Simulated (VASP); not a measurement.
# BaTiO3 (P4mm) in VASP: a series of runs

The runs below take BaTiO3 through dielectric tensor, with LDA, PBE.

Program: VASP 6.6.1. These are calculated values, not measurements. Logs are shortened: lines on timing, memory, paths and dates and some standing lists are left out, and cuts for length are marked.

**1. The crystal as given**

Symmetry: P4mm, No. 99, tetragonal system. Conventional cell: a = 4.000 Å, b = 4.000 Å, c = 4.018 Å, α = 90.00°, β = 90.00°, γ = 90.00°. Around Ba (site symmetry 4mm) lie 12 O at 2.79 to 2.88 Å. Around Ti (site symmetry 4mm) lie 6 O at 1.89 to 2.13 Å. O (site symmetry 4mm) has 2 Ti at 1.89 to 2.13 Å as nearest neighbours. O (site symmetry 2mm) is surrounded by 2 Ti at 2.00 Å.

**2. Dielectric tensor, LDA**

The input, INCAR:

```
PREC     = Accurate       # precision mode
ENCUT    = 520            # plane-wave cutoff, eV
EDIFF    = 1E-8           # SCF threshold, eV
ISMEAR   = 0              # smearing method
SIGMA    = 0.02           # smearing width, eV
LREAL    = False          # projectors in reciprocal space
LASPH    = True           # aspherical terms in the spheres
NELM     = 80             # most SCF steps
ALGO     = Normal         # electronic algorithm
ISIF     = 2              # what is computed and relaxed
LWAVE    = False          # write WAVECAR
LCHARG   = False          # write CHGCAR
LEPSILON = True           # dielectric tensor by DFPT
KPAR     = 2
```

The input, KPOINTS:

```
regular mesh
0
Gamma
  8 8 8
```

The input, POSCAR:

```
BaTiO3
1.0
    3.9998000000      0.0000000000      0.0000000000
    0.0000000000      3.9998000000      0.0000000000
    0.0000000000      0.0000000000      4.0180000000
Ba Ti O
1 1 3
Direct
    0.0000000000      0.0000000000      0.0000000000
    0.5000000000      0.5000000000      0.4900000000
    0.5000000000      0.5000000000      0.0190000000
    0.5000000000      0.0000000000      0.5170000000
    0.0000000000      0.5000000000      0.5170000000
```

Potentials or basis: VASP PAW LDA potentials, release 64 (Ba_sv, Ti_sv, O).

On the command line:

```console
> cat potpaw_LDA.64/Ba_sv/POTCAR potpaw_LDA.64/Ti_sv/POTCAR potpaw_LDA.64/O/POTCAR > POTCAR
> mpirun -np 2 vasp_std > vasp.out
```

OUTCAR:

```text
PREC = Accurate
   ENCUT = 520
   EDIFF = 1E-8
   ISMEAR = 0
   LREAL = False
   LASPH = True
   NELM = 80
   ISIF = 2
   LEPSILON = True

 ion  position               nearest neighbor table
   1  0.000  0.000  0.000-   4 2.79   5 2.79   5 2.79   4 2.79   3 2.83   3 2.83   3 2.83   3 2.83
                             4 2.88   5 2.88   5 2.88   4 2.88   2 3.45   2 3.45   2 3.45   2 3.45
   2  0.500  0.500  0.490-   3 1.89   4 2.00   5 2.00   4 2.00   5 2.00   3 2.13   1 3.45   1 3.45
                             1 3.45   1 3.45   1 3.49   1 3.49   1 3.49   1 3.49
   3  0.500  0.500  0.019-   2 1.89   2 2.13   1 2.83   1 2.83   1 2.83   1 2.83
   4  0.500  0.000  0.517-   2 2.00   2 2.00   1 2.79   1 2.79   1 2.88   1 2.88
   5  0.000  0.500  0.517-   2 2.00   2 2.00   1 2.79   1 2.79   1 2.88   1 2.88

  LATTYP: Found a simple tetragonal cell.
 ALAT       =     3.9998000000
 C/A-ratio  =     1.0045502275

  Lattice vectors:

 A1 = (   3.9998000000,   0.0000000000,   0.0000000000)
 A2 = (   0.0000000000,   3.9998000000,   0.0000000000)
 A3 = (   0.0000000000,   0.0000000000,   4.0180000000)

Analysis of symmetry for initial positions (statically):
=====================================================================
 Subroutine PRICEL returns:
 Original cell was already a primitive cell.

 Routine SETGRP: Setting up the symmetry group for a
 simple tetragonal supercell.

 Subroutine GETGRP returns: Found  8 space group operations
 (whereof  8 operations were pure point group operations)
 out of a pool of 16 trial point group operations.

The static configuration has the point symmetry C_4v.

Analysis of symmetry for dynamics (positions and initial velocities):
=====================================================================
 Subroutine PRICEL returns:
 Original cell was already a primitive cell.

 Routine SETGRP: Setting up the symmetry group for a
 simple tetragonal supercell.

 Subroutine GETGRP returns: Found  8 space group operations
 (whereof  8 operations were pure point group operations)
 out of a pool of 16 trial point group operations.

The dynamic configuration has the point symmetry C_4v.

 Subroutine INISYM returns: Found  8 space group operations
 (whereof  8 operations are pure point group operations),
 and found     1 'primitive' translations

----------------------------------------------------------------------------------------

[... 824 lines left out ...]

  FREE ENERGIE OF THE ION-ELECTRON SYSTEM (eV)
  ---------------------------------------------------
  free  energy   TOTEN  =       -44.1138681452 eV

  energy  without entropy=      -44.1138681452  energy(sigma->0) =      -44.11386815

 HEAD OF MICROSCOPIC STATIC DIELECTRIC TENSOR (INDEPENDENT PARTICLE, excluding Hartree and local field effects)
 ------------------------------------------------------
           6.935148     0.000000     0.000000
           0.000000     6.935148     0.000000
           0.000000    -0.000000     6.686948
 ------------------------------------------------------

 Free energy of the ion-electron system (eV)
  ---------------------------------------------------
  ---------------------------------------------------
  free energy    TOTEN  =        -1.05078234 eV

  energy without entropy =       -1.05078234

------------------------ aborting loop because EDIFF is reached ----------------------------------------

--------------------------------------- Ionic step        2  -------------------------------------------

------------------------ aborting loop because EDIFF is reached ----------------------------------------

--------------------------------------- Ionic step        3  -------------------------------------------

 Free energy of the ion-electron system (eV)
  ---------------------------------------------------
  ---------------------------------------------------
  free energy    TOTEN  =        -0.97001606 eV

  energy without entropy =       -0.97001606

------------------------ aborting loop because EDIFF is reached ----------------------------------------

 PIEZOELECTRIC TENSOR FIELD DIRECTION 3  (e Angst)
 -----------------------------------------------------------------------------
    -0.49101  0.00000  0.00000           (  0.06653  0.00000  0.00000)
     0.00000 -0.49101  0.00000           (  0.00000  0.06653  0.00000)
     0.00000 -0.00000 -0.24255           (  0.00000  0.00000 -0.66202)

 PIEZOELECTRIC TENSOR FIELD DIRECTION 3  (C/m^2)
 -----------------------------------------------------------------------------
    -0.12238  0.00000  0.00000
     0.00000 -0.12238  0.00000
     0.00000 -0.00000 -0.06046

 MACROSCOPIC STATIC DIELECTRIC TENSOR (including local field effects in DFT)
 ------------------------------------------------------
           6.693472     0.000000     0.000000
           0.000000     6.693472     0.000000
           0.000000     0.000000     6.238759
 ------------------------------------------------------

 PIEZOELECTRIC TENSOR (including local field effects)  for field in x, y, z        (e  Angst)
          XX          YY          ZZ          XY          YZ          ZX
  --------------------------------------------------------------------------------
  x     0.00000     0.00000     0.00000     0.00000     0.00000    -0.20898
  y    -0.00000     0.00000    -0.00000     0.00000    -0.20897     0.00000
  z    -0.49101    -0.49101    -0.24255     0.00000     0.00000     0.00000

 PIEZOELECTRIC TENSOR (including local field effects)  for field in x, y, z        (C/m^2)
          XX          YY          ZZ          XY          YZ          ZX
  --------------------------------------------------------------------------------
  x     0.00000     0.00000     0.00000     0.00000     0.00000    -0.05209
  y    -0.00000     0.00000    -0.00000     0.00000    -0.05209     0.00000
  z    -0.12238    -0.12238    -0.06046     0.00000     0.00000     0.00000

 BORN EFFECTIVE CHARGES (including local field effects) (in |e|, cummulative output)
 ---------------------------------------------------------------------------------
 ion    1
    1     2.72059     0.00000     0.00000
    2     0.00000     2.72059    -0.00000
    3     0.00000     0.00000     2.77188
 ion    2
    1     7.22810     0.00000     0.00000
    2     0.00000     7.22810     0.00000
    3     0.00000     0.00000     6.49823
 ion    3
    1    -2.06089     0.00000     0.00000
    2     0.00000    -2.06089    -0.00000
    3     0.00000     0.00000    -5.21499
 ion    4
    1    -2.15217     0.00000     0.00000
    2     0.00000    -5.73563     0.00000
    3     0.00000     0.00000    -2.02756
 ion    5
    1    -5.73563     0.00000     0.00000
    2     0.00000    -2.15217    -0.00000
    3     0.00000     0.00000    -2.02756
```

OSZICAR:

```text
N       E                     dE             d eps       ncg     rms          rms(c)
DAV:   1     0.446528548799E+03    0.44653E+03   -0.21446E+04  3600   0.180E+03
DAV:   2    -0.832941753625E+01   -0.45486E+03   -0.44691E+03  4512   0.485E+02
DAV:   3    -0.527546511203E+02   -0.44425E+02   -0.43490E+02  5264   0.144E+02
[... 12 lines left out ...]
RMM:  16    -0.969955850049E+00   -0.42199E-05   -0.21494E-04  8669   0.542E-03    0.158E-03
RMM:  17    -0.969983631186E+00   -0.27781E-04   -0.22864E-04  7181   0.433E-03    0.126E-03
RMM:  18    -0.969991292538E+00   -0.76614E-05   -0.15761E-04  8157   0.310E-03    0.149E-03
RMM:  19    -0.969999092867E+00   -0.78003E-05   -0.14907E-04  6481   0.233E-03    0.174E-03
RMM:  20    -0.970012783112E+00   -0.13690E-04   -0.90878E-05  7312   0.205E-03    0.157E-03
RMM:  21    -0.970016063968E+00   -0.32809E-05   -0.65081E-05  6473   0.138E-03    0.176E-03
```

stdout:

```text
POSCAR found type information on POSCAR BaTiO
 POSCAR found :  3 types and       5 ions
 scaLAPACK will be used
 LDA part: xc-table for (Slater(with rela. corr.)+CA(PZ))
 , standard interpolation
 POSCAR, INCAR and KPOINTS ok, starting setup
 FFT: planning ... GRIDC
[... 23 lines left out ...]
 Linear response to external field (no local field effect), progress :
  Direction:   3
 dielectric tensor                  component  3 :    -0.824    -0.582     6.687
 Linear response to external field, progress :
  Direction:   1
 dielectric tensor                  component  1 :     6.693    -0.103     0.000
 Linear response to external field, progress :
  Direction:   2
 dielectric tensor                  component  2 :    -0.384     6.694     0.001
 Linear response to external field, progress :
  Direction:   3
 dielectric tensor                  component  3 :    -0.815    -0.586     6.239
 Born effective charges drift removed
```

Wall time 17 min (2 MPI ranks of AMD EPYC 9R45 (Zen 5), shared host); peak memory 0.7 GiB.

Results:

```yaml
Band_gap_on_the_k_mesh: 1.68 eV, indirect (least direct gap 1.97 eV)
Electronic_dielectric_tensor_diagonal: 6.69, 6.69, 6.24
Born_charges_mean_of_the_diagonal: Ba +2.74; Ti +6.98; O -3.11, -3.31 e
```

Electronic dielectric tensor:
```
6.69 0.00 0.00
0.00 6.69 0.00
0.00 0.00 6.24
```

Born effective charge tensors (e):
atom 1, Ba
```
2.72 0.00 0.00
0.00 2.72 0.00
0.00 0.00 2.77
```
atom 2, Ti
```
7.23 0.00 0.00
0.00 7.23 0.00
0.00 0.00 6.50
```
atom 3, O
```
-2.06  0.00  0.00
 0.00 -2.06  0.00
 0.00  0.00 -5.21
```
atom 4, O
```
-2.15  0.00  0.00
 0.00 -5.74  0.00
 0.00  0.00 -2.03
```
atom 5, O
```
-5.74  0.00  0.00
 0.00 -2.15  0.00
 0.00  0.00 -2.03
```

Caveat: spin-orbit coupling is left out, which moves the levels of the heavy elements. A k mesh can miss the band edges.

**3. Dielectric tensor, PBE**

INCAR, as its differences from that of step 2:

```diff
@@ -12,2 +12,3 @@
 LCHARG   = False          # write CHGCAR
+GGA      = PE             # functional
 LEPSILON = True           # dielectric tensor by DFPT
```

KPOINTS is that of step 2.

POSCAR is that of step 2.

Potentials or basis: VASP PAW PBE potentials, release 64 (Ba_sv, Ti_sv, O).

On the command line:

```console
> cat potpaw_PBE.64/Ba_sv/POTCAR potpaw_PBE.64/Ti_sv/POTCAR potpaw_PBE.64/O/POTCAR > POTCAR
> mpirun -np 2 vasp_std > vasp.out
```

OUTCAR:

```text
PREC = Accurate
   ENCUT = 520
   EDIFF = 1E-8
   ISMEAR = 0
   LREAL = False
   LASPH = True
   NELM = 80
   ISIF = 2
   GGA = PE
   LEPSILON = True

 ion  position               nearest neighbor table
   1  0.000  0.000  0.000-   4 2.79   5 2.79   5 2.79   4 2.79   3 2.83   3 2.83   3 2.83   3 2.83
                             4 2.88   5 2.88   5 2.88   4 2.88   2 3.45   2 3.45   2 3.45   2 3.45
   2  0.500  0.500  0.490-   3 1.89   4 2.00   5 2.00   4 2.00   5 2.00   3 2.13   1 3.45   1 3.45
                             1 3.45   1 3.45   1 3.49   1 3.49   1 3.49   1 3.49
   3  0.500  0.500  0.019-   2 1.89   2 2.13   1 2.83   1 2.83   1 2.83   1 2.83
   4  0.500  0.000  0.517-   2 2.00   2 2.00   1 2.79   1 2.79   1 2.88   1 2.88
   5  0.000  0.500  0.517-   2 2.00   2 2.00   1 2.79   1 2.79   1 2.88   1 2.88

  LATTYP: Found a simple tetragonal cell.
 ALAT       =     3.9998000000
 C/A-ratio  =     1.0045502275

  Lattice vectors:

 A1 = (   3.9998000000,   0.0000000000,   0.0000000000)
 A2 = (   0.0000000000,   3.9998000000,   0.0000000000)
 A3 = (   0.0000000000,   0.0000000000,   4.0180000000)

Analysis of symmetry for initial positions (statically):
=====================================================================
 Subroutine PRICEL returns:
 Original cell was already a primitive cell.

 Routine SETGRP: Setting up the symmetry group for a
[... 894 lines left out ...]
    -0.49103  0.00000  0.00000           (  0.06989  0.00000  0.00000)
     0.00000 -0.49103  0.00000           (  0.00000  0.06989  0.00000)
     0.00000  0.00000 -0.27053           (  0.00000  0.00000 -0.67366)

 PIEZOELECTRIC TENSOR FIELD DIRECTION 3  (C/m^2)
 -----------------------------------------------------------------------------
    -0.12239  0.00000  0.00000
     0.00000 -0.12239  0.00000
     0.00000  0.00000 -0.06743

 MACROSCOPIC STATIC DIELECTRIC TENSOR (including local field effects in DFT)
 ------------------------------------------------------
           6.576035    -0.000000     0.000000
           0.000000     6.576035     0.000000
           0.000000     0.000000     6.146029
 ------------------------------------------------------

 PIEZOELECTRIC TENSOR (including local field effects)  for field in x, y, z        (e  Angst)
          XX          YY          ZZ          XY          YZ          ZX
  --------------------------------------------------------------------------------
  x     0.00000     0.00000     0.00000     0.00000     0.00000    -0.22406
  y    -0.00000     0.00000    -0.00000     0.00000    -0.22406     0.00000
  z    -0.49103    -0.49103    -0.27053     0.00000     0.00000     0.00000

 PIEZOELECTRIC TENSOR (including local field effects)  for field in x, y, z        (C/m^2)
          XX          YY          ZZ          XY          YZ          ZX
  --------------------------------------------------------------------------------
  x     0.00000     0.00000     0.00000     0.00000     0.00000    -0.05584
  y    -0.00000     0.00000    -0.00000     0.00000    -0.05585     0.00000
  z    -0.12239    -0.12239    -0.06743     0.00000     0.00000     0.00000

 BORN EFFECTIVE CHARGES (including local field effects) (in |e|, cummulative output)
 ---------------------------------------------------------------------------------
 ion    1
    1     2.73549     0.00000     0.00000
    2     0.00000     2.73549     0.00000
    3     0.00000     0.00000     2.78834
 ion    2
    1     7.22513     0.00000     0.00000
    2     0.00000     7.22513     0.00000
    3     0.00000     0.00000     6.51583
 ion    3
    1    -2.05755     0.00000     0.00000
    2     0.00000    -2.05755     0.00000
    3     0.00000     0.00000    -5.24407
 ion    4
    1    -2.14468     0.00000     0.00000
    2     0.00000    -5.75839    -0.00000
    3     0.00000     0.00000    -2.03005
 ion    5
    1    -5.75839     0.00000     0.00000
    2     0.00000    -2.14468     0.00000
    3     0.00000     0.00000    -2.03005
```

Wall time 18 min (2 MPI ranks of AMD EPYC 9R45 (Zen 5), shared host); peak memory 0.72 GiB.

What came out:

```yaml
Band_gap_on_the_k_mesh: 1.77 eV, indirect (least direct gap 2.06 eV)
Electronic_dielectric_tensor_diagonal: 6.58, 6.58, 6.15
Born_charges_mean_of_the_diagonal: Ba +2.75; Ti +6.99; O -3.12, -3.31 e
```

Electronic dielectric tensor:
```
6.58 0.00 0.00
0.00 6.58 0.00
0.00 0.00 6.15
```

Born effective charge tensors (e):
atom 1, Ba
```
2.74 0.00 0.00
0.00 2.74 0.00
0.00 0.00 2.79
```
atom 2, Ti
```
7.23 0.00 0.00
0.00 7.23 0.00
0.00 0.00 6.52
```
atom 3, O
```
-2.06  0.00  0.00
 0.00 -2.06  0.00
 0.00  0.00 -5.24
```
atom 4, O
```
-2.14  0.00  0.00
 0.00 -5.76  0.00
 0.00  0.00 -2.03
```
atom 5, O
```
-5.76  0.00  0.00
 0.00 -2.14  0.00
 0.00  0.00 -2.03
```

Caveat: spin-orbit coupling is left out, which moves the levels of the heavy elements.
